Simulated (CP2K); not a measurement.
# Pd (Fm-3m) in CP2K: equation of state

How stiff is Pd in PBE, and what volume does it want? The cell is scaled to several volumes.

All numbers are computed with CP2K 2026.2; they aren't measurements. Logs are shortened: lines on timing, memory, paths and dates and some standing lists are left out, and cuts for length are marked.

## (1) Starting point

Symmetry: Fm-3m, No. 225, cubic system. Conventional cell: a = 3.893 Å, b = 3.893 Å, c = 3.893 Å, α = 90.00°, β = 90.00°, γ = 90.00°. Pd (site symmetry m-3m) is surrounded by 12 Pd at 2.75 Å.

## (2) Single point, PBE, 14.75 Å³/atom

Contents of pd_eos.inp:

```
&GLOBAL
  PROJECT pd_eos
  RUN_TYPE ENERGY_FORCE
  PRINT_LEVEL LOW
&END GLOBAL
&FORCE_EVAL
  METHOD QS
  STRESS_TENSOR ANALYTICAL
  &DFT
    BASIS_SET_FILE_NAME BASIS_MOLOPT_UZH
    POTENTIAL_FILE_NAME POTENTIAL_UZH
    &MGRID
      CUTOFF 500
      REL_CUTOFF 60
      NGRIDS 4
    &END MGRID
    &QS
      METHOD GPW
      EPS_DEFAULT 1.0E-10
    &END QS
    &KPOINTS
      SCHEME MONKHORST-PACK 12 12 12
      GAMMA_CENTERED T
      SYMMETRY T
      SYMMETRY_BACKEND SPGLIB
    &END KPOINTS
    &SCF
      SCF_GUESS ATOMIC
      EPS_SCF 1.0E-6
      MAX_SCF 100
      ADDED_MOS 11
      CHOLESKY OFF
      EPS_EIGVAL 1.0E-7
      &DIAGONALIZATION ON
        ALGORITHM STANDARD
      &END DIAGONALIZATION
      &MIXING ON
        METHOD BROYDEN_MIXING
        ALPHA 0.4
        BETA 1.5
        NBUFFER 8
      &END MIXING
      &SMEAR ON
        METHOD FERMI_DIRAC
        ELECTRONIC_TEMPERATURE [K] 580.226
      &END SMEAR
    &END SCF
    &XC
      &XC_FUNCTIONAL
        &GGA_X_PBE
        &END GGA_X_PBE
        &GGA_C_PBE
        &END GGA_C_PBE
      &END XC_FUNCTIONAL
    &END XC
    &PRINT
      &KPOINTS ON
      &END KPOINTS
      &MULLIKEN ON
      &END MULLIKEN
      &MO ON
        ENERGIES T
        OCCUPATION_NUMBERS T
        &EACH
          QS_SCF 0
        &END EACH
        ADD_LAST NUMERIC
      &END MO
    &END PRINT
  &END DFT
  &SUBSYS
    &CELL
      A 2.7527666992 0.0000000000 0.0000000000
      B 1.3763833496 2.3839658922 0.0000000000
      C 1.3763833496 0.7946552974 2.2476245980
      PERIODIC XYZ
    &END CELL
    &COORD
      SCALED
      Pd  0.0000000000 0.0000000000 0.0000000000
    &END COORD
    &KIND Pd
      BASIS_SET TZVP-MOLOPT-PBE-GTH-q18
      POTENTIAL GTH-PBE-q18
    &END KIND
    &PRINT
      &ATOMIC_COORDINATES ON
      &END ATOMIC_COORDINATES
      &CELL ON
      &END CELL
      &SYMMETRY ON
      &END SYMMETRY
    &END PRINT
  &END SUBSYS
  &PRINT
    &FORCES ON
    &END FORCES
    &STRESS_TENSOR ON
    &END STRESS_TENSOR
  &END PRINT
&END FORCE_EVAL
```

Potentials or basis: POTENTIAL_UZH Pd GTH-PBE-q18; TZVP-MOLOPT-PBE-GTH basis.

On the command line:

```bash
$ OMP_NUM_THREADS=1 cp2k.psmp -i pd_eos.inp -o pd_eos.out
```

pd_eos.out:

```text

 CP2K| version string:                                       CP2K version 2026.2
 CP2K| Input file name                                                pd_eos.inp

 GLOBAL| Force Environment number                                              1
 GLOBAL| Basis set file name                                    BASIS_MOLOPT_UZH
 GLOBAL| Potential file name                                       POTENTIAL_UZH
 GLOBAL| MM Potential file name                                     MM_POTENTIAL
 GLOBAL| Coordinate file name                                      __STD_INPUT__
 GLOBAL| Method name                                                        CP2K
 GLOBAL| Project name                                                     pd_eos
 GLOBAL| Run type                                                   ENERGY_FORCE
 GLOBAL| FFT library                                                       FFTW3
[... 8 lines left out ...]
 GLOBAL| CPU model name                                                  UNKNOWN

 CELL| Volume [angstrom^3]:                                            14.750041
 CELL| Vector a [angstrom]:       2.753     0.000     0.000   |a| =     2.752767
 CELL| Vector b [angstrom]:       1.376     2.384     0.000   |b| =     2.752767
 CELL| Vector c [angstrom]:       1.376     0.795     2.248   |c| =     2.752767
 CELL| Angle (b,c), alpha [degree]:                                    60.000000
 CELL| Angle (a,c), beta  [degree]:                                    60.000000
 CELL| Angle (a,b), gamma [degree]:                                    60.000000
 CELL| Numerically orthorhombic:                                              NO
 CELL| Periodicity                                                           XYZ

 CELL_REF| Volume [angstrom^3]:                                        14.750041
 CELL_REF| Vector a [angstrom     2.753     0.000     0.000   |a| =     2.752767
 CELL_REF| Vector b [angstrom     1.376     2.384     0.000   |b| =     2.752767
 CELL_REF| Vector c [angstrom     1.376     0.795     2.248   |c| =     2.752767
 CELL_REF| Angle (b,c), alpha [degree]:                                60.000000
 CELL_REF| Angle (a,c), beta  [degree]:                                60.000000
 CELL_REF| Angle (a,b), gamma [degree]:                                60.000000
 CELL_REF| Numerically orthorhombic:                                          NO
 CELL_REF| Periodicity                                                       XYZ
[... 9 lines left out ...]
 TOTAL NUMBERS AND MAXIMUM NUMBERS

  Total number of            - Atomic kinds:                                   1
                             - Atoms:                                          1
                             - Shell sets:                                     1
                             - Shells:                                        11
                             - Primitive Cartesian functions:                  7
                             - Cartesian basis functions:                     41
                             - Spherical basis functions:                     35

  Maximum angular momentum of- Orbital basis functions:                        3
                             - Local part of the GTH pseudopotential:          2
                             - Non-local part of the GTH pseudopotential:      4

 MODULE QUICKSTEP: ATOMIC COORDINATES IN ANGSTROM

   Atom Kind Element         X             Y             Z       Z(eff)     Mass
      1    1 Pd   46      0.000000      0.000000      0.000000  18.0000 106.4200

 Crystal Symmetry Information
       International Symbol:                                               Fm-3m
       Point Group Symbol:                                                  m-3m
       Schoenflies Symbol:                                                  Oh^5
       Number of Symmetry Operations:                                         48

 SCF PARAMETERS         Density guess:                                    ATOMIC
                        --------------------------------------------------------
                        max_scf:                                             100
[... 7 lines left out ...]
                        --------------------------------------------------------
                        level_shift [a.u.]:                             0.000000
                        added MOs                                        11    0
                        --------------------------------------------------------
                        Mixing method:                            BROYDEN_MIXING
[... 11 lines left out ...]
 *******************************************************************************
 BRILLOUIN| K-point scheme                                        Monkhorst-Pack
 BRILLOUIN| K-Point grid                                            12   12   12
 BRILLOUIN| Gamma-centered k-point mesh                                     ON
 BRILLOUIN| K-point symmetry accuracy                               0.100000E-05
 BRILLOUIN| K-Point point group symmetrization                                ON
 BRILLOUIN| Symmetry backend                                             SPGLIB
 BRILLOUIN| Symmetry reduction method                                    SPGLIB
 BRILLOUIN| Wavefunction type                                            COMPLEX
 BRILLOUIN| List of Kpoints [2 Pi/Bohr]                                       72
 BRILLOUIN| Number           Weight            X              Y              Z
 BRILLOUIN|     1           0.00463       -0.41667       -0.41667       -0.41667
 BRILLOUIN|     2           0.01389       -0.41667       -0.41667       -0.33333
 BRILLOUIN|     3           0.01389       -0.41667       -0.41667       -0.25000
 BRILLOUIN|     4           0.01389       -0.41667       -0.41667       -0.16667
 BRILLOUIN|     5           0.01389       -0.41667       -0.41667       -0.08333
 BRILLOUIN|     6           0.00347       -0.41667       -0.41667        0.00000
[... 32 lines left out ...]
 BRILLOUIN|    39           0.01389       -0.33333       -0.33333       -0.25000
 BRILLOUIN|    40           0.01389       -0.33333       -0.33333       -0.16667
 [... further k-points ...]
 *******************************************************************************

 Extrapolation method: initial_guess

 Number of electrons:                                                         18
 Number of occupied orbitals:                                                  9
 Number of molecular orbitals:                                                20

 Number of orbital functions:                                                 35
 Number of independent orbital functions:                                     35

 SCF WAVEFUNCTION OPTIMIZATION

  Step     Update method      Time    Convergence         Total energy    Change
  ------------------------------------------------------------------------------
     1 NoMix/Diag. 0.40E+00   12.4     0.39840377      -126.8289129367 -1.27E+02
     2 Broy./Diag. 0.40E+00    9.3     0.11412861      -128.7965523624 -1.97E+00
     3 Broy./Diag. 0.40E+00    9.3     0.08270239      -127.4169673134  1.38E+00
     4 Broy./Diag. 0.40E+00    9.2     0.02568915      -126.6487435014  7.68E-01
     5 Broy./Diag. 0.40E+00    9.2     0.00121473      -126.6619784250 -1.32E-02
     6 Broy./Diag. 0.40E+00    9.2     0.00095226      -126.6570577607  4.92E-03
     7 Broy./Diag. 0.40E+00    9.3     0.00015115      -126.6548051783  2.25E-03
     8 Broy./Diag. 0.40E+00    9.2     0.00004917      -126.6544982427  3.07E-04
     9 Broy./Diag. 0.40E+00    9.2     0.00001815      -126.6550413038 -5.43E-04
    10 Broy./Diag. 0.40E+00    9.3     0.00000914      -126.6549783816  6.29E-05
    11 Broy./Diag. 0.40E+00    9.2     0.00000094      -126.6550358692 -5.75E-05

  *** SCF run converged in    11 steps ***

  Electronic density on regular grids:        -17.9999999995        0.0000000005
  Core density on regular grids:               17.9999999994       -0.0000000006
  Total charge density on r-space grids:       -0.0000000000
  Total charge density g-space grids:          -0.0000000000

  Overlap energy of the core charge distribution:               0.00000000000000
  Self energy of the core charge distribution:               -221.15777161144405
  Core Hamiltonian energy:                                     53.06164684035089
  Hartree energy:                                              54.05549252443433
  Exchange-correlation energy:                                -12.61369213990284
  Electronic entropic energy:                                  -0.00071148473202
  Fermi energy:                                                 0.54786037814969

  Total energy:                                              -126.65503586924166
  Total energy (extrapolated to T->0):                       -126.65468012687565

 MO| EIGENVALUES AND OCCUPATION NUMBERS FOR K POINT 1
 MO|
 MO|  Index      Eigenvalue [a.u.]        Eigenvalue [eV]             Occupation
 MO|      1              -2.538266             -69.069743               2.000000
 MO|      2              -1.290721             -35.122314               2.000000
 MO|      3              -1.278371             -34.786239               2.000000
 MO|      4              -1.278371             -34.786239               2.000000
 MO|      5               0.353391               9.616249               2.000000
 MO|      6               0.443452              12.066937               2.000000
[... 12 lines left out ...]
 MO|     19               1.966785              53.518944               0.000000
 MO|     20               2.073316              56.417791               0.000000
 MO| Sum:                                                              19.446727
 MO| E(Fermi):            0.547860 a.u.         14.908039 eV

 MO| EIGENVALUES AND OCCUPATION NUMBERS FOR K POINT 2
 MO|
 MO|  Index      Eigenvalue [a.u.]        Eigenvalue [eV]             Occupation
 MO|      1              -2.538303             -69.070749               2.000000
 MO|      2              -1.289742             -35.095662               2.000000
 MO|      3              -1.278710             -34.795478               2.000000
 MO|      4              -1.278689             -34.794894               2.000000
 MO|      5               0.360423               9.807617               2.000000
 MO|      6               0.439993              11.972823               2.000000
[... 12 lines left out ...]
 MO|     19               2.036376              55.412602               0.000000
 MO|     20               2.103376              57.235760               0.000000
 MO| Sum:                                                              17.801619
 MO| E(Fermi):            0.547860 a.u.         14.908039 eV
[... 282 lines left out ...]
 MO|     19               1.990032              54.151519               0.000000
 MO|     20               2.126343              57.860731               0.000000
 MO| Sum:                                                              18.000054
 MO| E(Fermi):            0.547860 a.u.         14.908039 eV

 MO| EIGENVALUES AND OCCUPATION NUMBERS FOR K POINT 14
 MO|
 MO|  Index      Eigenvalue [a.u.]        Eigenvalue [eV]             Occupation
 MO|      1              -2.538438             -69.074419               2.000000
 MO|      2              -1.287625             -35.038061               2.000000
 MO|      3              -1.279966             -34.829644               2.000000
 MO|      4              -1.278348             -34.785613               2.000000
 MO|      5               0.374001              10.177071               2.000000
 MO|      6               0.438807              11.940548               2.000000
[... 12 lines left out ...]
 MO|     19               2.037487              55.442854               0.000000
 MO|     20               2.102569              57.213806               0.000000
 MO| Sum:                                                              18.000000
 MO| E(Fermi):            0.547860 a.u.         14.908039 eV

 [... the levels of further k-points ...]

 !-----------------------------------------------------------------------------!
                     Mulliken Population Analysis

 #  Atom  Element  Kind  Atomic population                           Net charge
       1     Pd       1         18.000000                             -0.000000
 # Total charge                             18.000000                 -0.000000

 !-----------------------------------------------------------------------------!

 ENERGY| Total FORCE_EVAL ( QS ) energy [hartree]           -126.655032129882116

 FORCES| Atomic forces [hartree/bohr]
 FORCES|   Atom     x               y               z               |f|
 FORCES|      1 -4.54613621E-14 -1.69672116E-14 -2.78937881E-14   5.59703951E-14
 FORCES| Sum    -4.54613621E-14 -1.69672116E-14 -2.78937881E-14
 FORCES| Total atomic force                                       5.59703951E-14

 STRESS| Analytical stress tensor [bar]
 STRESS|                        x                   y                   z
 STRESS|      x        8.95499328815E+04   4.71987440911E-02   3.16195484770E-02
 STRESS|      y        4.71987440911E-02   8.95498838896E+04   2.34942647047E-02
 STRESS|      z        3.16195484770E-02   2.34942647047E-02   8.95498708155E+04
 STRESS| 1/3 Trace                                             8.95498958622E+04
 STRESS| Determinant                                           7.18117078572E+14

 STRESS| Eigenvectors and eigenvalues of the analytical stress tensor [bar]
 STRESS|                        1                   2                   3
 STRESS| Eigenvalues   8.95498522387E+04   8.95498591694E+04   8.95499761786E+04
 STRESS|      x          -0.204705870279     -0.570653183398      0.795267534199
 STRESS|      y           0.761637887925      0.417468394932      0.495608582360
 STRESS|      z          -0.614819676287      0.707159871252      0.349172854243
```

Run time: 2.1 min. Hardware: 1 thread of Arm Neoverse V1, shared host; peak memory 0.29 GiB.

Results:

```
Free energy            : -3446.4587 eV
Pressure               : 9.0 GPa
Band gap on the k mesh : none (metal or under the smearing width)
```

Caveat: the basis of atomic orbitals isn't converged, which shifts pressures, moduli and gaps.

[end of part 1 of 2]
